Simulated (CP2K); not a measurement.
The system is TaN.

```
CELL_PARAMETERS angstrom
2.73231 0.00000 0.00000
0.00000 2.73231 0.00000
0.00000 0.00000 2.73231
ATOMIC_POSITIONS crystal
Ta 0.00000 0.00000 0.00000
N 0.50000 0.50000 0.50000
```

The cell comes from a database or a generator and needn't be the stable form of this composition.

Program: CP2K 2026.2. Alike in all runs: task single point; potentials or basis POTENTIAL_UZH Ta GTH-PBE-q13, N GTH-PBE-q5; TZVP-MOLOPT-PBE-GTH basis; no spin polarisation; cell as given; k mesh 10 × 10 × 10; smearing fermi-dirac 0.05 eV.

Q: Order these runs on this cell by their pressure, lowest first.
A. level PBEsol
B. level LDA
C. level revPBE
D. level HLE16
E. level M06-L

A: D (-65.8 GPa), B (-9.5 GPa), A (-5.7 GPa), E (3.2 GPa), C (4.8 GPa).

Caveats: the potentials were made for another functional, which shifts forces and pressure; the basis of atomic orbitals isn't converged, which shifts pressures, moduli and gaps; the potentials were made for a functional far from this one (some runs); the cell as given lies far from equilibrium (some runs).

Runs at the PBE level aren't shown here.
